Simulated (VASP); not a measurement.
# NaH6 (Pm-3m) in VASP: notebook, part 2 of 2

VASP 6.6.1. The steps go on from the part before.

## Step 5: Single point, PBE (random cell by space group and Wyckoff sites (Pm-3m, No. 221))

The input, INCAR:

```
PREC = Accurate
ENCUT = 520
EDIFF = 1E-6
ISMEAR = 0
SIGMA = 0.1
LREAL = F
LASPH = T
NELM = 80
ALGO = Normal
ISIF = 2
LWAVE = F
LCHARG = F
GGA = PE
NBANDS = 16
```

The input, KPOINTS:

```
Automatic mesh
0
Gamma
  4 4 4
```

The input, POSCAR:

```
NaH6
1.0
    3.6376408278      0.0000000000      0.0000000000
    0.0000000000      3.6376408278      0.0000000000
    0.0000000000      0.0000000000      3.6376408278
Na H
1 6
Direct
    0.5000000000      0.5000000000      0.5000000000
    0.0000000000      0.5000000000      0.5000000000
    0.5000000000      0.0000000000      0.5000000000
    0.5000000000      0.5000000000      0.0000000000
    0.5000000000      0.0000000000      0.0000000000
    0.0000000000      0.5000000000      0.0000000000
    0.0000000000      0.0000000000      0.5000000000
```

Potentials or basis: VASP PAW PBE potentials, release 64 (Na_pv, H).

On the command line:

```sh
cat potpaw_PBE.64/Na_pv/POTCAR potpaw_PBE.64/H/POTCAR > POTCAR
mpirun -np 1 vasp_std > vasp.out
```

OUTCAR:

```text
PREC = Accurate
   ENCUT = 520
   EDIFF = 1E-6
   ISMEAR = 0
   LREAL = F
   LASPH = T
   NELM = 80
   ISIF = 2
   GGA = PE

 ion  position               nearest neighbor table
   1  0.500  0.500  0.500-   2 1.82   3 1.82   4 1.82   4 1.82   3 1.82   2 1.82
   2  0.000  0.500  0.500-   1 1.82   1 1.82
   3  0.500  0.000  0.500-   1 1.82   1 1.82
   4  0.500  0.500  0.000-   1 1.82   1 1.82
   5  0.500  0.000  0.000-
   6  0.000  0.500  0.000-
   7  0.000  0.000  0.500-

  LATTYP: Found a simple cubic cell.
 ALAT       =     3.6376408278

  Lattice vectors:

 A1 = (   3.6376408278,   0.0000000000,   0.0000000000)
 A2 = (   0.0000000000,   3.6376408278,   0.0000000000)
 A3 = (   0.0000000000,   0.0000000000,   3.6376408278)

Analysis of symmetry for initial positions (statically):
=====================================================================
 Subroutine PRICEL returns:
 Original cell was already a primitive cell.

 Routine SETGRP: Setting up the symmetry group for a
 simple cubic supercell.

 Subroutine GETGRP returns: Found 48 space group operations
 (whereof 48 operations were pure point group operations)
 out of a pool of 48 trial point group operations.

The static configuration has the point symmetry O_h .

Analysis of symmetry for dynamics (positions and initial velocities):
=====================================================================
 Subroutine PRICEL returns:
 Original cell was already a primitive cell.

 Routine SETGRP: Setting up the symmetry group for a
 simple cubic supercell.

 Subroutine GETGRP returns: Found 48 space group operations
 (whereof 48 operations were pure point group operations)
 out of a pool of 48 trial point group operations.

The dynamic configuration has the point symmetry O_h .

 Subroutine INISYM returns: Found 48 space group operations
[... 116 lines left out ...]
   LORBIT       =      0    0 simple, 1 ext, 2 COOP (PROOUT), +10 PAW based schemes
   GGA     = PE    functional components
   LHFCALC =     F    Hartree Fock is set to
   AEXX    =    0.0000 exact exchange contribution
   IVDW    =     0    specifies the selected vdW correction
   LEPSILON=     F    determine dielectric tensor
   LRPA    =     F    only Hartree local field effects (RPA)
 non-spin polarized calculation
 Gauss-broadening in eV      SIGMA  =   0.10
  energy-cutoff  :      520.00
  volume of cell :       48.13
 maximum number of plane-waves:      1328
 NGX is ok and might be reduce to    28
   NGX = 13   NGY = 13   NGZ = 13

 number of electron      13.0000022 magnetization

 Free energy of the ion-electron system (eV)
  ---------------------------------------------------
  ext. energy  EPLUGINS =         0.00000000
  ---------------------------------------------------
  free energy    TOTEN  =       -13.85927062 eV

  energy without entropy =      -13.85299576  energy(sigma->0) =      -13.85613319

 E-fermi :  -0.9925     XC(G=0):  -8.7899

 val. band max:       -1.0788484592   @ k =   0.5000   0.2500   0.0000
 cond. band min:      -0.9060751455   @ k =   0.5000   0.0000   0.0000
 fundamental gap:      0.1727733137
 Fermi energy:        -0.9924988126

 k-point     1 :       0.0000    0.0000    0.0000
  band No.  band energies     occupation
      1     -22.9417      2.00000
      2     -22.9417      2.00000
      3     -22.9417      2.00000
      4      -8.9232      2.00000
      5      -2.8285      2.00000
      6      -2.8285      2.00000
[... 167 lines left out ...]
      3     -23.0018      2.00000
      4      -2.4262      2.00000
      5      -2.4262      2.00000
      6      -2.4262      2.00000
[... 8 lines left out ...]
     15      18.1225      0.00000
     16      18.1225      0.00000

------------------------ aborting loop because EDIFF is reached ----------------------------------------

  FORCE on cell =-STRESS in cart. coord.  units (eV):
  Direction    XX          YY          ZZ          XY          YZ          ZX
  --------------------------------------------------------------------------------------
  -------------------------------------------------------------------------------------
  Total        0.0302991      0.0302991      0.0302991      0.0000000      0.0000000     -0.0000000
  in kB        1.0085122      1.0085122      1.0085122      0.0000000      0.0000000     -0.0000000
  external PRESSURE =       1.0085122 kB  Pullay stress =       0.0000000 kB

 VOLUME and BASIS-vectors are now :
 -----------------------------------------------------------------------------
  energy-cutoff  :      520.00
  volume of cell :       48.13
      direct lattice vectors                 reciprocal lattice vectors
     3.637640828  0.000000000  0.000000000     0.274903446  0.000000000  0.000000000
     0.000000000  3.637640828  0.000000000     0.000000000  0.274903446  0.000000000
     0.000000000  0.000000000  3.637640828     0.000000000  0.000000000  0.274903446

 POSITION                                       TOTAL-FORCE (eV/Angst)
 -----------------------------------------------------------------------------------
      1.81882      1.81882      1.81882         0.000000      0.000000      0.000000
      0.00000      1.81882      1.81882         0.000000      0.000000      0.000000
      1.81882      0.00000      1.81882         0.000000      0.000000      0.000000
      1.81882      1.81882      0.00000         0.000000      0.000000      0.000000
      1.81882      0.00000      0.00000         0.000000      0.000000      0.000000
      0.00000      1.81882      0.00000         0.000000      0.000000      0.000000
      0.00000      0.00000      1.81882         0.000000      0.000000      0.000000
 -----------------------------------------------------------------------------------
    total drift:                                0.000000      0.000000      0.000000

  FREE ENERGIE OF THE ION-ELECTRON SYSTEM (eV)
  ---------------------------------------------------
  free  energy   TOTEN  =       -13.8592706214 eV

  energy  without entropy=      -13.8529957625  energy(sigma->0) =      -13.85613319
```

stdout:

```text
POSCAR found type information on POSCAR NaH
 POSCAR found :  2 types and       7 ions
 scaLAPACK will be used
 LDA part: xc-table for (Slater+PW92), standard interpolation
 POSCAR, INCAR and KPOINTS ok, starting setup
 FFT: planning ... GRIDC
 FFT: planning ... GRID_SOFT
 FFT: planning ... GRID
 WAVECAR not read
 entering main loop
```

Wall time 12 s (1 thread of Intel Xeon Platinum 8488C (Sapphire Rapids), shared host); peak memory 0.15 GiB.

Results:

```
Free energy            : -13.8593 eV
Pressure               : 0.1 GPa
Band gap on the k mesh : none (metal or under the smearing width)
```

Levels at points of the mesh, in eV from the Fermi level:
```
           k point  band 2  band 3  band 4  band 5  band 6  band 7  band 8  band 9  band 10  band 11
(0.00, 0.00, 0.00)  -21.95  -21.95   -7.93   -1.84   -1.84    4.76    4.90    4.90     7.32     7.32
(0.50, 0.00, 0.00)  -21.95  -21.95   -5.58   -5.33    0.09    1.15    4.11    4.60     9.56     9.56
(0.50, 0.50, 0.00)  -22.02  -21.94   -3.77   -3.77   -2.23   -1.86    3.46    3.46    10.46    11.31
(0.50, 0.50, 0.50)  -22.01  -22.01   -1.43   -1.43   -1.43   -1.27   -1.27   -1.27     6.41     7.97
```

Caveat: the k mesh is coarse (spacing up to 0.43 Å⁻¹), so the values aren't converged.

## Step 6: Relaxation of cell and atoms, PBE (random cell by space group and Wyckoff sites (Pm-3m, No. 221))

The input, INCAR:

```
ALGO     = Fast           # electronic algorithm
EDIFF    = 1E-6           # SCF threshold, eV
EDIFFG   = -0.04          # ionic threshold
ENCUT    = 600            # plane-wave cutoff, eV
GGA      = PE             # functional
IBRION   = 2              # ionic algorithm
ISIF     = 3              # what is computed and relaxed
ISMEAR   = 0              # smearing method
LASPH    = T              # aspherical terms in the spheres
LCHARG   = F              # write CHGCAR
LREAL    = F              # projectors in reciprocal space
LWAVE    = F              # write WAVECAR
NELM     = 80             # most SCF steps
NSW      = 90             # ionic steps
PREC     = Accurate       # precision mode
SIGMA    = 0.1            # smearing width, eV
```

The input, KPOINTS:

```
k-points
0
Gamma
  4 4 4
```

Edit POSCAR of step 5 so:

```diff
@@ -2,5 +2,5 @@
 1.0
-    3.6376408278      0.0000000000      0.0000000000
-    0.0000000000      3.6376408278      0.0000000000
-    0.0000000000      0.0000000000      3.6376408278
+    3.7928496700      0.0000000000      0.0000000000
+    0.0000000000      3.7928496700      0.0000000000
+    0.0000000000      0.0000000000      3.7928496700
 Na H
```

Potentials or basis: VASP PAW PBE potentials, release 64 (Na_pv, H).

On the command line:

```sh
cat potpaw_PBE.64/Na_pv/POTCAR potpaw_PBE.64/H/POTCAR > POTCAR
mpirun -np 1 vasp_std > vasp.out
```

Run time: 18 s. Hardware: 1 thread of Intel Xeon Platinum 8488C (Sapphire Rapids), shared host; peak memory 0.15 GiB.

The run converged. Its results:

* Free energy: -13.8610 eV
* Relaxed volume: 7.01 Å³/atom
* Relaxed cell: a = 3.661 Å, b = 3.661 Å, c = 3.661 Å, α = 90.00°, β = 90.00°, γ = 90.00°
* Space group after relaxing (to 0.05 Å): Pm-3m (No. 221)
* Energy gained by relaxing: 12.2 meV/atom
* Ionic steps: 3
* Pressure after relaxing: -0.5 GPa
* Band gap on the k mesh: none (metal or under the smearing width)

Step by step:
```tsv
step	energy change (eV)	largest force (eV/Å)	pressure (GPa)	volume (Å³)
1	0.0000	0.0000	-4.14	54.56
2	-0.0365	0.0000	-3.29	52.99
3	-0.0857	0.0000	-0.54	49.06
```

Final structure:
```cif
data_structure
_symmetry_space_group_name_H-M 'P 1'
_symmetry_Int_Tables_number 1
_cell_length_a 3.6609
_cell_length_b 3.6609
_cell_length_c 3.6609
_cell_angle_alpha 90.000
_cell_angle_beta 90.000
_cell_angle_gamma 90.000
_cell_volume 49.06
loop_
_atom_site_label
_atom_site_type_symbol
_atom_site_fract_x
_atom_site_fract_y
_atom_site_fract_z
_atom_site_occupancy
Na1 Na 0.50000 0.50000 0.50000 1
H1 H 0.00000 0.50000 0.50000 1
H2 H 0.50000 0.00000 0.50000 1
H3 H 0.50000 0.50000 0.00000 1
H4 H 0.50000 0.00000 0.00000 1
H5 H 0.00000 0.50000 0.00000 1
H6 H 0.00000 0.00000 0.50000 1
```

Levels at points of the mesh, in eV from the Fermi level:
```
           k point  band 2  band 3  band 4  band 5  band 6  band 7  band 8  band 9  band 10
(0.00, 0.00, 0.00)  -21.94  -21.94   -7.82   -1.81   -1.81    4.68    4.80    4.80     7.28
(0.50, 0.00, 0.00)  -21.94  -21.94   -5.50   -5.26    0.08    1.12    4.03    4.50     9.51
(0.50, 0.50, 0.00)  -22.01  -21.94   -3.72   -3.72   -2.20   -1.82    3.39    3.39    10.38
(0.50, 0.50, 0.50)  -22.00  -22.00   -1.42   -1.42   -1.42   -1.24   -1.24   -1.24     6.41
```

Caveat: the k mesh is coarse (spacing up to 0.41 Å⁻¹), so the values aren't converged.

## Step 7: The runs side by side

| task | cell | k mesh | cutoff (eV) | mesh quality | gap on the mesh (eV) | pressure (GPa) |
| --- | --- | --- | --- | --- | --- | --- |
| single point | random cell by space group and Wyckoff sites (Pm-3m, No. 221) | 6 × 6 × 6 | 520 | not flagged | none | 0.1 |
| relaxation of cell and atoms | relaxed from: random cell by space group and Wyckoff sites (Pm-3m, No. 221) | 6 × 6 × 6 | 600 | not flagged | none | 0.6 |
| single point | random cell by space group and Wyckoff sites (Pm-3m, No. 221) | 4 × 4 × 4 | 520 | coarse | none | 0.1 |
| relaxation of cell and atoms | relaxed from: random cell by space group and Wyckoff sites (Pm-3m, No. 221) | 4 × 4 × 4 | 600 | coarse | none | -0.5 |

Alike in all rows: level PBE; potentials or basis VASP PAW PBE potentials, release 64 (Na_pv, H); no spin polarisation; smearing gaussian 0.1 eV.

Caveats: some runs use coarse meshes; the relaxation stopped at its first step, so nothing moved (some runs).

Total energies depend on the potentials used, so only differences within one code and one set of settings carry meaning.
